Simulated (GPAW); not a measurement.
# Si (I4/mmm) in GPAW: single point with LDA

Aim: the single point of Si with LDA.

Program: GPAW 26.7.0. These are calculated values, not measurements. Logs are shortened: lines on timing, memory, paths and dates and some standing lists are left out, and cuts for length are marked. The log counts tension as positive stress, the text compression.

**1. The structure**

It takes space group I4/mmm (No. 139, tetragonal). The conventional cell has a = 3.254 Å, b = 3.254 Å, c = 2.641 Å, α = 90.00°, β = 90.00°, γ = 90.00°. Si (site symmetry 4/mmm) has 10 Si at 2.64 to 2.65 Å as nearest neighbours.

This isn't the form of Si at room conditions, which is diamond.

**2. Single point, LDA**

Contents of run.py:

```python
from ase import Atoms
from ase.dft.bandgap import bandgap
from ase.io import write
from ase.units import GPa
from gpaw import GPAW, PW

atoms = Atoms(['Si'],
              cell=[[-1.62691493, 1.62691493, 1.32032985],
                    [1.62691493, -1.62691493, 1.32032985],
                    [1.62691493, 1.62691493, -1.32032985]],
              scaled_positions=[[0.0, 0.0, 0.0]],
              pbc=True)

calc = GPAW(mode=PW(450),
            xc='LDA',
            kpts={'size': (10, 10, 10), 'gamma': True},
            occupations={'name': 'fermi-dirac', 'width': 0.05},
            nbands=8,
            maxiter=120,
            txt='gpaw.txt')
atoms.calc = calc
energy = atoms.get_potential_energy()
forces = atoms.get_forces()
stress = atoms.get_stress()
calc.write('gs.gpw')
write('result.traj', atoms)
print(f'Energy: {energy:.6f} eV')
print('Forces (eV/A):')
print(forces.round(4))
print('Stress (GPa):', (stress / GPa).round(3))
print('Fermi level:', round(calc.get_fermi_level(), 4), 'eV')
print(f'Gap: {bandgap(calc)[0]:.4f} eV, direct: {bandgap(calc, direct=True)[0]:.4f} eV')
```

Potentials or basis: the program's PAW data sets (release 1.2.1) made for this functional, pw.

Run with:

```sh
$ OMP_NUM_THREADS=1 python run.py
```

gpaw.txt:

```text
__  _  _
 | _ |_)|_||  |
 |__||  | ||/\| - 26.7.0

Input parameters:
  mode=PW(ecut=450.00000000000006),
  kpts=MonkhorstPack(size=(10, 10, 10), gamma=True),
  maxiter=120,
  nbands=8,
  occupations=Occupations(name='fermi-dirac', width=0.05),
  xc=XC(name='LDA')

Diagonalizing LCAO Hamiltonian
Converting LCAO to pw mode

       Si

Atoms  # Å, Bohr magnetons
|   | symbol |        x |        y |        z |    initial magnetic moments |
|---|--------|----------|----------|----------|-----------------------------|
| 0 |     Si | 0.000000 | 0.000000 | 0.000000 | ( 0.0000,  0.0000,  0.0000) |

Unit cell  # Å
| periodic |         x |         y |         z |  lengths |     angles |
|----------|-----------|-----------|-----------|----------|------------|
|      yes | -1.626915 |  1.626915 |  1.320330 | 2.652730 | 104.343234 |
|      yes |  1.626915 | -1.626915 |  1.320330 | 2.652730 | 104.343234 |
|      yes |  1.626915 |  1.626915 | -1.320330 | 2.652730 | 120.300802 |

Number of symmetries: 16
Symmetry operations  # r_c * U_cc + t_c -> r_c
|    | kind |            matrix            |
|----|------|------------------------------|
|  0 |  σ   |  1, 1, 1,  0, 0,-1,  0,-1, 0 |
|  1 |  C4  |  1, 1, 1,  0, 0,-1, -1, 0, 0 |
|  2 |  E   |  1, 0, 0,  0, 1, 0,  0, 0, 1 |
|  3 |  σ   |  1, 0, 0,  0, 1, 0, -1,-1,-1 |
|  4 |  σ   |  0, 1, 0,  1, 0, 0,  0, 0, 1 |
|  5 |  C2  |  0, 1, 0,  1, 0, 0, -1,-1,-1 |
|  6 |  C2  |  0, 0, 1, -1,-1,-1,  1, 0, 0 |
|  7 |  S4  |  0, 0, 1, -1,-1,-1,  0, 1, 0 |
|  8 |  C4  |  0, 0,-1,  1, 1, 1,  0,-1, 0 |
|  9 |  σ   |  0, 0,-1,  1, 1, 1, -1, 0, 0 |
| 10 |  σ   |  0,-1, 0, -1, 0, 0,  1, 1, 1 |
| 11 |  C2  |  0,-1, 0, -1, 0, 0,  0, 0,-1 |
| 12 |  C2  | -1, 0, 0,  0,-1, 0,  1, 1, 1 |
| 13 |  i   | -1, 0, 0,  0,-1, 0,  0, 0,-1 |
| 14 |  S4  | -1,-1,-1,  0, 0, 1,  1, 0, 0 |
| 15 |  C2  | -1,-1,-1,  0, 0, 1,  0, 1, 0 |

BZ-sampling:
  Number of BZ points: 1000
  Number of IBZ points: 102

  Monkhorst-Pack size: [10, 10, 10]
  Monkhorst-Pack shift: [0.05, 0.05, 0.05]

K-points  # in reciprocal-cell coordinates
|     |                                coordinates |     weight |
|-----|--------------------------------------------|------------|
|   0 | (  0.00000000,   0.00000000,   0.00000000) | 0.00100000 |
|   1 | (  0.10000000,  -0.10000000,   0.00000000) | 0.00400000 |
|   2 | (  0.10000000,  -0.10000000,   0.10000000) | 0.00400000 |
|   3 | (  0.10000000,   0.00000000,   0.00000000) | 0.00800000 |
|   4 | (  0.10000000,   0.10000000,  -0.10000000) | 0.00200000 |
|   5 | (  0.20000000,  -0.20000000,   0.00000000) | 0.00400000 |
|   6 | (  0.20000000,  -0.20000000,   0.10000000) | 0.00800000 |
|   7 | (  0.20000000,  -0.20000000,   0.20000000) | 0.00400000 |
|   8 | (  0.20000000,  -0.10000000,   0.00000000) | 0.01600000 |
|   9 | (  0.20000000,  -0.10000000,   0.10000000) | 0.00800000 |
| ... |                                            |            |
| 101 | (  0.50000000,   0.50000000,   0.50000000) | 0.00100000 |

Plane wave coefficients: 312
Cutoff: 450.00000000000006 eV

Spin-components: 1 (collinear spins)
Bands:           8
Projectors:      5
Spin-degeneracy: 2
Datatype:        complex128

Parallelization:
  kpt:    1
  domain: 1
  band:   1

Density:
  Valence electrons: 4.0
  Components: 1
  Grid points: [14 14 14]
  Charge: 0.0  # |e|

Potential:
  Grid points: [14 14 14]

species:
  Si:
    name:    Silicon
    Z:       14.0
    valence: 4
    core:    10
    charge:  0.0  # [|e|]
    compensation charges:
      type: gauss
      rc: 0.33  # [Å]
      lmax: 2
    cutoffs:
      filter: 1.86  # [Å]
      core: 2.06  # [Å]
    projectors
    | kind |    occ | energy [eV] | rcut [Å] |
    |------|--------|-------------|----------|
    |   3s |  2.000 |     -10.878 |    1.058 |
    |   3p |  2.000 |      -4.162 |    1.058 |
    |    s |        |      16.334 |    1.058 |
    |    p |        |      23.049 |    1.058 |
    |    d |        |       0.000 |    1.058 |

    Using partial waves for Si as LCAO basis

Reference energy: -7858.713183  # eV

eigensolver:
  PPCG
  Converge bands: occupied
  niter=2

density mixing:
  MSR1-Mixer
  Pratt-step length: 0.05
  Maximum mixing coefficient: 0.75
  Old densities: 10
  SVD Regularization: 0.005
  Good broyden scale: 1.0
  Trust region scale: 1.0
  Backstep threshold: 4.0
  History deletion threshold: 6.0
  Fourier metric: weight=20.0, sigma=0.015

occupation numbers:
  Fermi-Dirac:
    width: 0.0500  # eV

poisson solver:
  ecut: 3600.0000000000005  # eV

xc functional:
  name: None

convergence criteria:
- Maximum [total energy] change in last 3 cyles: 0.0005 eV / valence electron
- Maximum integral of absolute [dens]ity change: 0.0001 electrons / valence electron
- Maximum integral of absolute [eigenst]ate change: 4e-08 eV^2 / valence electron
maximum number of iterations: 120

SCF iterations
|iter     | |      energy | eigst |  dens |
|---------|-|-------------|-------|-------|
|iter:   1| |   -5.549436 | +0.03 |       |
|iter:   2| |   -5.550398 | -3.15 | -1.20 |
|iter:   3| |   -5.551289c| -3.55 | -1.22 |
|iter:   4| |   -5.551518c| -4.32 | -1.76 |
|iter:   5| |   -5.551519c| -6.26 | -2.83 |
|iter:   6| |   -5.551519c| -7.36 | -3.38 |
|iter:   7| |   -5.551519c| -8.34c| -4.44c|

Converged in 7 steps
Energy contributions relative to reference atoms: (reference = -7858.713183)

Energy contributions:
  Kinetic:           5.769491
  Coulomb:          -3.764714
  Zero:             -0.022513
  External:          0.000000
  Xc:               -7.531830
  Entropy:          -0.003906
  Spinorbit:         0.000000
  ----------------------------
  Free energy:      -5.553472
  Extrapolated:     -5.551519

dipole moment: (-3.561639, -3.561639, -2.890463)  # |e|*Ang

Fermi level: 9.611
Eigenvalues  # (at kpt = [0.000, 0.000, 0.000])
| band index |      eig [eV] | occ [0-2] |
|------------|---------------|-----------|
|          0 |        -5.060 |     2.000 |
|          1 |        19.230 |     0.000 |
|          2 |        19.689 |     0.000 |
|          3 |        19.689 |     0.000 |
|          4 |        22.635 |     0.000 |
|          5 |        23.321 |     0.000 |
|          6 |        24.870 |     0.000 |
|          7 |        24.870 |     0.000 |

No gap
No difference between direct/indirect transitions

Forces  # eV/Ang
|        x |        y |       z |
|----------|----------|---------|
| -0.00000 | -0.00000 | 0.00000 |  # Si   0

Stress tensor  # eV/Ang^3
|         x |         y |        z |
|-----------|-----------|----------|
| -0.007827 |  0.000000 | 0.000000 |
|  0.000000 | -0.007827 | 0.000000 |
|  0.000000 |  0.000000 | 0.003922 |

# Writing to gs.gpw (mode='')
```

Run time: 5.9 s. Hardware: 1 thread of Arm Neoverse V1, shared host; peak memory 0.12 GiB.

What came out:

```
Free energy            : -5.5535 eV
Pressure               : 0.6 GPa
Band gap on the k mesh : none (metal or under the smearing width)
```

Levels at points of the mesh, in eV from the Fermi level:
```
           k point  band 1  band 2  band 3  band 4  band 5
(0.00, 0.00, 0.00)  -14.67    9.62   10.08   10.08   13.02
(0.50, 0.00, 0.50)   -6.39   -6.05    4.80    6.37    6.60
(0.50, 0.50, 0.00)   -8.51   -7.34    8.99   11.52   11.66
(0.50, 0.50, 0.50)   -2.35   -2.35   -1.49    1.26    4.19
```

Caveat: the cutoff is short for stress and forces, so pressures can be off by a GPa or more.
